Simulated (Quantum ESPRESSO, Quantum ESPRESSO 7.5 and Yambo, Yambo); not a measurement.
# Quasiparticle gap of RbBr (Fm-3m) in Yambo

Wanted: ground state, empty states, screening and self-energy for RbBr (Fm-3m).

Program: Quantum ESPRESSO 7.5 and Yambo 5.3.0. Level of theory: PBE and many-body steps on it, plane waves. Results are calculated unless marked as measured.

The database entry behind the starting cell differs from later determinations by our own check (about 0.5 % short), so it need not match the best structure at ambient conditions.

**1. The structure**

Symmetry: Fm-3m, No. 225, cubic system. The conventional cell has a = 6.854 Å, b = 6.854 Å, c = 6.854 Å, α = 90.00°, β = 90.00°, γ = 90.00°. Nearest to Rb lie 6 Br at 3.43 Å. Br has 6 Rb at 3.43 Å nearest. Farther neighbours and most contacts between anions are not listed.

The cell and positions come from the Crystallography Open Database and are kept as given unless a step says otherwise.

**2. Ground state**

This step: Quantum ESPRESSO 7.5; DFT, PBE with spin-orbit coupling, plane waves, norm-conserving pseudopotentials.

The ground-state density comes first.

File pw.in:

```
&control
  calculation = 'scf'
  prefix = 'x'
  outdir = 'o'
  pseudo_dir = 'pseudo'
/
&system
  ibrav = 0
  nat = 2
  ntyp = 2
  ecutwfc = 76.0
  nbnd = 36
  force_symmorphic = .true.
  noncolin = .true.
  lspinorb = .true.
/
&electrons
  conv_thr = 1e-10
  electron_maxstep = 80
  mixing_beta = 0.5
/
ATOMIC_SPECIES
  Rb 85.468 Rb.upf
  Br 79.904 Br.upf
CELL_PARAMETERS angstrom
  0.0000000000 3.4270000000 3.4270000000
  3.4270000000 0.0000000000 3.4270000000
  3.4270000000 3.4270000000 -0.0000000000
ATOMIC_POSITIONS crystal
  Rb 0.0000000000 0.0000000000 0.0000000000
  Br 0.5000000000 0.5000000000 0.5000000000
K_POINTS automatic
  6 6 6 0 0 0
```

The run is started by

```sh
> OMP_NUM_THREADS=1 mpirun -n 4 pw.x -nk 4 -in pw.in > pw.out
```

The program printed:

```text
Program PWSCF v.7.5 starts

     This program is part of the open-source Quantum ESPRESSO suite
     for quantum simulation of materials; please cite
         "P. Giannozzi et al., J. Phys.:Condens. Matter 21 395502 (2009);
         "P. Giannozzi et al., J. Phys.:Condens. Matter 29 465901 (2017);
         "P. Giannozzi et al., J. Chem. Phys. 152 154105 (2020);
     in publications or presentations arising from this work. More details at
     Message from routine setup:
     using ibrav=0 with symmetry is DISCOURAGED, use correct ibrav instead

     G-vector sticks info

     bravais-lattice index     =            0
     lattice parameter (alat)  =       9.1586  a.u.
     unit-cell volume          =     543.2114 (a.u.)^3
     number of atoms/cell      =            2
     number of atomic types    =            2
     number of electrons       =        26.00
     number of Kohn-Sham states=           36
     kinetic-energy cutoff     =      76.0000  Ry
     charge density cutoff     =     304.0000  Ry
     scf convergence threshold =      1.0E-10
     mixing beta               =       0.5000
     number of iterations used =            8  plain     mixing
     Exchange-correlation= PBE
                           (   1   4   3   4   0   0   0)
     Non magnetic calculation with spin-orbit

     celldm(1)=   9.158576  celldm(2)=   0.000000  celldm(3)=   0.000000
     celldm(4)=   0.000000  celldm(5)=   0.000000  celldm(6)=   0.000000

     crystal axes: (cart. coord. in units of alat)
               a(1) = (   0.000000   0.707107   0.707107 )
               a(2) = (   0.707107   0.000000   0.707107 )
               a(3) = (   0.707107   0.707107  -0.000000 )

     reciprocal axes: (cart. coord. in units 2 pi/alat)
               b(1) = ( -0.707107  0.707107  0.707107 )
               b(2) = (  0.707107 -0.707107  0.707107 )
               b(3) = (  0.707107  0.707107 -0.707107 )
     Pseudo is Norm-conserving + core correction, Zval =  9.0
     Generated using ONCVPSP code by D. R. Hamann
     Using radial grid of 2308 points, 10 beta functions with:
     Pseudo is Norm-conserving + core correction, Zval = 17.0
     Generated using ONCVPSP code by D. R. Hamann
     Using radial grid of 1110 points, 10 beta functions with:
     Rb                9.00    85.46800     Rb( 1.00)
     Br               17.00    79.90400     Br( 1.00)

     48 Sym. Ops., with inversion, found

   Cartesian axes

     site n.     atom                  positions (alat units)
         1        Rb     tau(   1) = (   0.0000000   0.0000000   0.0000000  )
         2        Br     tau(   2) = (   0.7071068   0.7071068   0.7071068  )

     number of k points=    16
                       cart. coord. in units 2pi/alat
        k(    1) = (   0.0000000   0.0000000   0.0000000), wk =   0.0046296
        k(    2) = (   0.1178511   0.1178511  -0.1178511), wk =   0.0370370
        k(    3) = (   0.2357023   0.2357023  -0.2357023), wk =   0.0370370
        k(    4) = (  -0.3535534  -0.3535534   0.3535534), wk =   0.0185185
        k(    5) = (   0.2357023   0.0000000  -0.0000000), wk =   0.0277778
        k(    6) = (   0.3535534   0.1178511  -0.1178511), wk =   0.1111111
        k(    7) = (  -0.2357023  -0.4714045   0.4714045), wk =   0.1111111
        k(    8) = (  -0.1178511  -0.3535534   0.3535534), wk =   0.1111111
        k(    9) = (   0.0000000  -0.2357023   0.2357023), wk =   0.0555556
        k(   10) = (   0.4714045   0.0000000  -0.0000000), wk =   0.0277778
     [... 4 further rows ...]
        k(   15) = (  -0.1178511  -0.3535534   0.5892557), wk =   0.1111111
        k(   16) = (  -0.7071068   0.2357023   0.0000000), wk =   0.0555556

     Dense  grid:    48671 G-vectors     FFT dimensions: (  54,  54,  54)

     Initial potential from superposition of free atoms

     starting charge      25.9752, renormalised to      26.0000
     Starting wfcs are   28 randomized atomic wfcs +    8 random wfcs

     per-process dynamical memory:    95.1 Mb

     Self-consistent Calculation

     iteration #  1     ecut=    76.00 Ry     beta= 0.50

     Threshold (ethr) on eigenvalues was too large:
     Diagonalizing with lowered threshold

     total energy              =    -325.10673244 Ry
     estimated scf accuracy    <       0.04912949 Ry

     iteration #  2     ecut=    76.00 Ry     beta= 0.50

     total energy              =    -325.11656664 Ry
     estimated scf accuracy    <       0.00290000 Ry

     iteration #  3     ecut=    76.00 Ry     beta= 0.50

     total energy              =    -325.11708741 Ry
     estimated scf accuracy    <       0.00065433 Ry

     iteration #  4     ecut=    76.00 Ry     beta= 0.50

     total energy              =    -325.11717906 Ry
     estimated scf accuracy    <       0.00002202 Ry

     iteration #  5     ecut=    76.00 Ry     beta= 0.50

     total energy              =    -325.11718612 Ry
     estimated scf accuracy    <       0.00000921 Ry

     iteration #  6     ecut=    76.00 Ry     beta= 0.50

     total energy              =    -325.11718843 Ry
     estimated scf accuracy    <       0.00000010 Ry

     iteration #  7     ecut=    76.00 Ry     beta= 0.50

     total energy              =    -325.11718848 Ry
     estimated scf accuracy    <          2.6E-09 Ry

     iteration #  8     ecut=    76.00 Ry     beta= 0.50

     total energy              =    -325.11718848 Ry
     estimated scf accuracy    <          2.6E-09 Ry

     iteration #  9     ecut=    76.00 Ry     beta= 0.50

     total energy              =    -325.11718848 Ry
     estimated scf accuracy    <          2.6E-10 Ry

     iteration # 10     ecut=    76.00 Ry     beta= 0.50

     End of self-consistent calculation

          k = 0.0000 0.0000 0.0000 (  5985 PWs)   bands (ev):

   -56.5975 -56.5975 -56.5975 -56.5975 -55.5132 -55.5132 -55.5132 -55.5132
   -55.5120 -55.5120 -22.2746 -22.2746 -10.0446 -10.0446  -6.9495  -6.9495
    -6.0725  -6.0725  -6.0725  -6.0725   1.7989   1.7989   2.2963   2.2963
     2.2963   2.2963   6.4990   6.4990   9.4142   9.4142   9.4142   9.4142
     9.4287   9.4287  10.3086  10.3086

          k = 0.1179 0.1179-0.1179 (  6099 PWs)   bands (ev):

   -56.5975 -56.5975 -56.5975 -56.5975 -55.5132 -55.5132 -55.5132 -55.5132
   -55.5120 -55.5120 -22.2723 -22.2723 -10.0557 -10.0557  -6.9451  -6.9451
    -6.0745  -6.0745  -6.0665  -6.0665   1.6308   1.6308   2.0705   2.0705
     2.1965   2.1965   7.1394   7.1394   9.2853   9.2853   9.7442   9.7442
     9.7502   9.7502  10.7069  10.7069

          k = 0.2357 0.2357-0.2357 (  6084 PWs)   bands (ev):

   -56.5975 -56.5975 -56.5975 -56.5975 -55.5132 -55.5132 -55.5132 -55.5132
   -55.5120 -55.5120 -22.2675 -22.2675 -10.0777 -10.0777  -6.9366  -6.9366
    -6.0784  -6.0784  -6.0543  -6.0543   1.2584   1.2584   1.7929   1.7929
     2.0107   2.0107   8.3860   8.3860   9.4405   9.4405  10.6595  10.6595
    10.6624  10.6624  11.7050  11.7055

          k =-0.3536-0.3536 0.3536 (  6116 PWs)   bands (ev):

     [... further k-points ...]

     highest occupied, lowest unoccupied level (ev):     2.2963    6.4990

!    total energy              =    -325.11718848 Ry
     estimated scf accuracy    <          6.3E-11 Ry

     The total energy is the sum of the following terms:
     one-electron contribution =    -217.68483255 Ry
     hartree contribution      =     108.02467996 Ry
     xc contribution           =     -58.73772050 Ry
     ewald contribution        =    -156.71931538 Ry

     convergence has been achieved in  10 iterations

     XML data file, charge density, pseudopotentials, collected wavefunctions

=------------------------------------------------------------------------------=
   JOB DONE.
=------------------------------------------------------------------------------=
```

Run time: 51 s. Hardware: 4 MPI ranks of Arm Neoverse V1, shared host; peak memory 0.69 GiB; 3.4 min of CPU time.

This step gave:

```yaml
total_energy: -4423.4447 eV
gap: 4.203 eV
k_of_the_valence_top: 0, 0, 0
k_of_the_conduction_bottom: 0, 0, 0
least_direct_gap: 4.203 eV
```

The gap is direct, at Γ.

**3. Bands along the symmetry lines**

Levels along a band path, at the cheap level, show where the edges lie and whether the meshes to come will hold them.

File pw.in:

```
&control
  calculation = 'bands'
  prefix = 'x'
  outdir = 'o'
  pseudo_dir = 'pseudo'
/
&system
  ibrav = 0
  nat = 2
  ntyp = 2
  ecutwfc = 76.0
  nbnd = 38
  force_symmorphic = .true.
  noncolin = .true.
  lspinorb = .true.
/
&electrons
  conv_thr = 1e-9
  electron_maxstep = 80
  diago_full_acc = .true.
  diago_thr_init = 5e-6
/
ATOMIC_SPECIES
  Rb 85.468 Rb.upf
  Br 79.904 Br.upf
CELL_PARAMETERS angstrom
  0.0000000000 3.4270000000 3.4270000000
  3.4270000000 0.0000000000 3.4270000000
  3.4270000000 3.4270000000 -0.0000000000
ATOMIC_POSITIONS crystal
  Rb 0.0000000000 0.0000000000 0.0000000000
  Br 0.5000000000 0.5000000000 0.5000000000
K_POINTS crystal
  50
  0.00000000 0.00000000 0.00000000 1
  0.06250000 0.00000000 0.06250000 1
  0.12500000 0.00000000 0.12500000 1
  0.18750000 0.00000000 0.18750000 1
  0.25000000 0.00000000 0.25000000 1
  0.31250000 0.00000000 0.31250000 1
  0.37500000 0.00000000 0.37500000 1
  0.43750000 0.00000000 0.43750000 1
  0.50000000 0.00000000 0.50000000 1
  0.51562500 0.03125000 0.51562500 1
  0.53125000 0.06250000 0.53125000 1
  0.54687500 0.09375000 0.54687500 1
  0.56250000 0.12500000 0.56250000 1
  0.57812500 0.15625000 0.57812500 1
  0.59375000 0.18750000 0.59375000 1
  0.60937500 0.21875000 0.60937500 1
  0.62500000 0.25000000 0.62500000 1
  0.37500000 0.37500000 0.75000000 1
  0.32812500 0.32812500 0.65625000 1
  0.28125000 0.28125000 0.56250000 1
  0.23437500 0.23437500 0.46875000 1
  0.18750000 0.18750000 0.37500000 1
  0.14062500 0.14062500 0.28125000 1
  0.09375000 0.09375000 0.18750000 1
  0.04687500 0.04687500 0.09375000 1
  0.00000000 0.00000000 0.00000000 1
  0.06250000 0.06250000 0.06250000 1
  0.12500000 0.12500000 0.12500000 1
  0.18750000 0.18750000 0.18750000 1
  0.25000000 0.25000000 0.25000000 1
  0.31250000 0.31250000 0.31250000 1
  0.37500000 0.37500000 0.37500000 1
  0.43750000 0.43750000 0.43750000 1
  0.50000000 0.50000000 0.50000000 1
  0.50000000 0.46875000 0.53125000 1
  0.50000000 0.43750000 0.56250000 1
  0.50000000 0.40625000 0.59375000 1
  0.50000000 0.37500000 0.62500000 1
  0.50000000 0.34375000 0.65625000 1
  0.50000000 0.31250000 0.68750000 1
  0.50000000 0.28125000 0.71875000 1
  0.50000000 0.25000000 0.75000000 1
  0.50000000 0.21875000 0.71875000 1
  0.50000000 0.18750000 0.68750000 1
  0.50000000 0.15625000 0.65625000 1
  0.50000000 0.12500000 0.62500000 1
  0.50000000 0.09375000 0.59375000 1
  0.50000000 0.06250000 0.56250000 1
  0.50000000 0.03125000 0.53125000 1
  0.50000000 0.00000000 0.50000000 1
```

The program printed:

```text
[banner, memory and clock lines left out]
Program PWSCF v.7.5 starts

     Atomic positions and unit cell read from directory:
     o/x.save/

     Message from routine setup:
     using ibrav=0 with symmetry is DISCOURAGED, use correct ibrav instead

     G-vector sticks info

     bravais-lattice index     =            0
     lattice parameter (alat)  =       9.1586  a.u.
     unit-cell volume          =     543.2114 (a.u.)^3
     number of atoms/cell      =            2
     number of atomic types    =            2
     number of electrons       =        26.00
     number of Kohn-Sham states=           38
     kinetic-energy cutoff     =      76.0000  Ry
     charge density cutoff     =     304.0000  Ry
     Exchange-correlation= PBE
                           (   1   4   3   4   0   0   0)
     Non magnetic calculation with spin-orbit

     celldm(1)=   9.158576  celldm(2)=   0.000000  celldm(3)=   0.000000
     celldm(4)=   0.000000  celldm(5)=   0.000000  celldm(6)=   0.000000

     crystal axes: (cart. coord. in units of alat)
               a(1) = (   0.000000   0.707107   0.707107 )
               a(2) = (   0.707107   0.000000   0.707107 )
               a(3) = (   0.707107   0.707107  -0.000000 )

     reciprocal axes: (cart. coord. in units 2 pi/alat)
               b(1) = ( -0.707107  0.707107  0.707107 )
               b(2) = (  0.707107 -0.707107  0.707107 )
               b(3) = (  0.707107  0.707107 -0.707107 )
     Pseudo is Norm-conserving + core correction, Zval =  9.0
     Generated using ONCVPSP code by D. R. Hamann
     Using radial grid of 2308 points, 10 beta functions with:
     Pseudo is Norm-conserving + core correction, Zval = 17.0
     Generated using ONCVPSP code by D. R. Hamann
     Using radial grid of 1110 points, 10 beta functions with:
     Rb                9.00    85.46800     Rb( 1.00)
     Br               17.00    79.90400     Br( 1.00)

     48 Sym. Ops., with inversion, found

   Cartesian axes

     site n.     atom                  positions (alat units)
         1        Rb     tau(   1) = (   0.0000000   0.0000000   0.0000000  )
         2        Br     tau(   2) = (   0.7071068   0.7071068   0.7071068  )

     number of k points=    50
                       cart. coord. in units 2pi/alat
        k(    1) = (   0.0000000   0.0000000   0.0000000), wk =   0.0200000
        k(    2) = (   0.0000000   0.0883883   0.0000000), wk =   0.0200000
        k(    3) = (   0.0000000   0.1767767   0.0000000), wk =   0.0200000
[...]
[... 38 further rows ...]
        k(   49) = (   0.0441942   0.7071068   0.0000000), wk =   0.0200000
        k(   50) = (   0.0000000   0.7071068   0.0000000), wk =   0.0200000

     Dense  grid:    48671 G-vectors     FFT dimensions: (  54,  54,  54)

     The potential is recalculated from file :
     o/x.save/charge-density

     Starting wfcs are   28 randomized atomic wfcs +   10 random wfcs

     Band Structure Calculation

     End of band structure calculation

          k = 0.0000 0.0000 0.0000 (  5985 PWs)   bands (ev):

   -56.5973 -56.5973 -56.5973 -56.5973 -55.5130 -55.5130 -55.5130 -55.5130
   -55.5118 -55.5118 -22.2747 -22.2747 -10.0445 -10.0445  -6.9495  -6.9495
    -6.0725  -6.0725  -6.0725  -6.0725   1.7990   1.7990   2.2964   2.2964
[...]
9.4287   9.4287  10.3086  10.3086  10.3086  10.3086

          k = 0.0000 0.0884 0.0000 (  6070 PWs)   bands (ev):

[...]
9.5250   9.5250  10.3395  10.3395  10.4343  10.4343

          k = 0.0000 0.1768 0.0000 (  6066 PWs)   bands (ev):

[...]
9.8213   9.8213  10.4300  10.4300  10.7905  10.7905

          k =-0.0000 0.2652 0.0000 (  6074 PWs)   bands (ev):

[...]
k = 0.0000 0.4419-0.0000 (  6090 PWs)   bands (ev):

[...]
k =-0.0000 0.5303 0.0000 (  6086 PWs)   bands (ev):

[...]
k = 0.0000 0.6187-0.0000 (  6086 PWs)   bands (ev):

[...]
k = 0.4640 0.4640-0.0000 (  6051 PWs)   bands (ev):

[...]
k = 0.3315 0.3315-0.0000 (  6079 PWs)   bands (ev):

[...]
k = 0.3094 0.7071-0.0000 (  6052 PWs)   bands (ev):

[...]
k = 0.2210 0.7071-0.0000 (  6066 PWs)   bands (ev):

[...]
k = 0.1768 0.7071-0.0000 (  6062 PWs)   bands (ev):

[...]
k = 0.0442 0.7071 0.0000 (  6056 PWs)   bands (ev):

[...]
11.3700  11.3700  11.5563  11.5563  12.9656  12.9657

          k = 0.0000 0.7071 0.0000 (  6074 PWs)   bands (ev):

[...]
-6.2287  -6.2287  -6.1497  -6.1497   1.5399   1.5399   1.9249   1.9249
     2.1371   2.1371   7.7483   7.7483   9.2688   9.2688  11.3369  11.3369
    11.3445  11.3445  11.5775  11.5775  12.9587  12.9785

     XML data file, pseudopotentials, collected wavefunctions
```

The job ended after 54 s (4 MPI ranks; peak memory 0.46 GiB; 3.6 min of CPU time).

This step gave:

* gap: 4.203 eV
* k of the valence top: 0, 0, 0
* k of the conduction bottom: 0, 0, 0
* least direct gap: 4.203 eV

The gap is 4.203 eV, as in the run before at this level.

Electronic bands along the path, in eV, zero at the top of the highest filled band:

| point | band 23 | band 24 | band 25 | band 26 | band 27 | band 28 | band 29 | band 30 |
| --- | --- | --- | --- | --- | --- | --- | --- | --- |
| Γ | 0.00 | 0.00 | 0.00 | 0.00 | 4.20 | 4.20 | 7.12 | 7.12 |
| halfway | -0.34 | -0.34 | -0.10 | -0.10 | 5.56 | 5.56 | 6.08 | 6.08 |
| X | -0.37 | -0.37 | -0.16 | -0.16 | 5.45 | 5.45 | 6.97 | 6.97 |
| halfway | -0.41 | -0.41 | -0.23 | -0.23 | 5.65 | 5.65 | 7.24 | 7.24 |
| U | -0.49 | -0.49 | -0.33 | -0.33 | 6.19 | 6.19 | 7.95 | 7.95 |
| jump to K | -0.49 | -0.49 | -0.33 | -0.33 | 6.19 | 6.19 | 7.95 | 7.95 |
| halfway | -0.45 | -0.45 | -0.21 | -0.21 | 5.87 | 5.87 | 6.82 | 6.82 |
| Γ | 0.00 | 0.00 | 0.00 | 0.00 | 4.20 | 4.20 | 7.12 | 7.12 |
| halfway | -0.38 | -0.38 | -0.19 | -0.19 | 5.47 | 5.47 | 6.99 | 6.99 |
| L | -0.60 | -0.60 | -0.37 | -0.37 | 6.65 | 6.65 | 7.56 | 7.56 |
| halfway | -0.55 | -0.55 | -0.36 | -0.36 | 6.81 | 6.81 | 7.25 | 7.25 |
| W | -0.45 | -0.45 | -0.39 | -0.39 | 6.91 | 6.91 | 6.94 | 6.94 |
| halfway | -0.43 | -0.43 | -0.27 | -0.27 | 5.86 | 5.86 | 7.44 | 7.44 |
| X | -0.37 | -0.37 | -0.16 | -0.16 | 5.45 | 5.45 | 6.97 | 6.97 |

(Continued in part 2 of 2.)

[Paths, hosts, dates, memory and timing lines, banners, echoed tables and standing remarks are left out of the program output.]

[Logs are printed without paths, hosts, clocks, repeated set-up lines and the standing remarks that a program may print on its own settings, such as how far it seeks lower states.]

[Runs of the session that timed out or met a known fault of the program may be left out.]

[Hosts, paths, dates, database ids (printed as entryN), source tags and the programs' standing remarks are cut or masked in the printed files.]
